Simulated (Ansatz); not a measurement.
This is a band-structure calculation with Ansatz on HgTe in the h-MgO structure (it has left that coordination); the level of theory is PBE. Cell and atoms come from a relaxation with r2SCAN.

Input file:
```yaml
crystal:
  lattice:
    - [4.8195130806, 0.0, 0.0]
    - [-2.4097565403, 4.1738207616, 0.0]
    - [0.0, 0.0, 7.1962066037]
  atoms:
    - { symbol: Hg, position: [0.3333333333, 0.6666666667, 0.25] }
    - { symbol: Hg, position: [0.6666666667, 0.3333333333, 0.75] }
    - { symbol: Te, position: [0.6666666667, 0.3333333333, 0.25] }
    - { symbol: Te, position: [0.3333333333, 0.6666666667, 0.75] }
kpoints:
  mp_grid: { grid: [6, 6, 4] }
  band_path:
    path:
      - [[0.0, 0.0, 0.0], [0.5, 0.0, 0.0], [0.333333333333, 0.333333333333, 0.0], [0.0, 0.0, 0.0], [0.0, 0.0, 0.5], [0.5, 0.0, 0.5], [0.333333333333, 0.333333333333, 0.5], [0.0, 0.0, 0.5]]
      - [[0.5, 0.0, 0.5], [0.5, 0.0, 0.0]]
      - [[0.333333333333, 0.333333333333, 0.5], [0.333333333333, 0.333333333333, 0.0]]
    npoints: 10
hamiltonian:
  xc: pbe
scf:
  occupations: { method: fermi_dirac, width: 0.02 }
  n_extra_bands: 5
output:
  forces: true
  stress: true
  eigenvalues: true
```

What the program printed (shortened):
```
Pseudopotential: Hg, paw, valence charge 20, recommended cutoff 420 eV (normal)
Pseudopotential: Te, paw, valence charge 16, recommended cutoff 420 eV (normal)
Functional definition: PBE
Crystal: 4 atoms, lattice volume = 144.757 Å³
Basis set: ecut = 420 eV, 2821 PW (Γ)
Bands: 41, of which v1, the nominal top of the filled ones, is band 36 counted from 1 (35 counted from 0)
Symmetry: 24 space group operations
Space group: P63/mmc (ITA 194)
k-points: 21 of 144
preconditioner: auto → LDOS  [σ=0.020 eV  ℏωp=18.5 eV  β→1.0]
SCF 1 converged in 6 iterations: F = -41586.905410 eV  dr2 = 7.99e-9
SCF converged after 6 iterations
Free energy (F): -41586.905410 eV
Internal energy: -41586.902788 eV  (E = F + TS)
E sigma→0 (E₀):  -41586.904099 eV
Entropy (-TS):   -0.002622 eV (-0.656 meV/atom)
Fermi energy:    7.420743 eV
--- Stress (GPa, compression-positive) ---
        1.615658       0.000000       0.000000
        0.000000       1.615658       0.000000
        0.000000       0.000000       0.540327
  P = ⅓ Tr σ = 1.2572 GPa (12.572 kbar)
--- Band table (eV; the first three rows and the last of 21) ---
  k-point 0: bands = […, 4.3902, 6.0605, 6.7372, 6.7656, 6.7656, 7.3973, 7.3973, 7.4823, 11.8357, 11.8357, …]
  k-point 1: bands = […, 4.7419, 6.0927, 6.4040, 6.8562, 6.8562, 7.3039, 7.3039, 7.9131, 11.8904, 11.8904, …]
  k-point 2: bands = […, 5.3684, 5.3684, 7.0784, 7.0784, 7.0784, 7.0784, 7.3649, 7.3649, 12.1394, 12.1394, …]
  k-point 20: bands = […, 2.5198, 2.5198, 4.7385, 4.7385, 7.3231, 7.3231, 10.6624, 10.6624, 10.9489, 10.9489, …]
```

The rows of the band table are 0: (0, 0, 0) = Γ, 1: (0, 0, 1/4), 2: (0, 0, -1/2) = A, 20: (1/3, 1/3, -1/2) = H.

Levels along the path, in eV from the valence top (v1 is the last filled band, c1 the first empty one):
```
point  distance (1/Å)     v1     c1
    Γ            0.00  -0.07  -0.07
    ·            0.38  -0.14   0.98
    M            0.75  -0.68   1.08
    ·            0.97  -0.80   2.07
    K            1.19  -1.19   3.23
    ·            1.62  -0.22   1.57
    Γ            2.06  -0.07  -0.07
    ·            2.27  -0.16  -0.16
    A            2.49  -0.39  -0.10
    ·            2.87  -0.76   1.56
    L            3.25  -0.38   1.76
    ·            3.46  -0.24   2.62
    H            3.68  -0.14   3.20
    ·            4.11  -0.64   2.09
    A            4.55  -0.39  -0.10
    L            4.55  -0.38   1.76
    ·            4.72  -0.28   1.35
    ·            4.94  -0.66   1.09
    M            4.99  -0.68   1.08
    H            4.99  -0.14   3.20
    ·            5.12  -0.40   3.26
    ·            5.34  -1.10   3.23
    K            5.42  -1.19   3.23
```

With PBE the bands overlap by 0.31 eV (counted from 1, band 36 peaks at Γ–M (0.20 of the way from Γ) and band 37 bottoms out at Γ–A (0.90 of the way from Γ)): no gap. The mean pressure at these positions is +1.26 GPa, compression counted positive.

(Calculated; spin-unpolarised; the phase may be known or hypothetical.)

No spin-orbit coupling is included; it can move band edges with weight on the heavy atoms by tenths of an eV.

Where bands overlap, v1 and c1 are numbered by the electron count and aren't everywhere filled or empty.

Where bands overlap the cell is a metal at that level, and these k meshes limit energies, forces and stress. Overlaps of a few tenths of an eV in semilocal functionals can be an artefact that a hybrid or GW lifts.
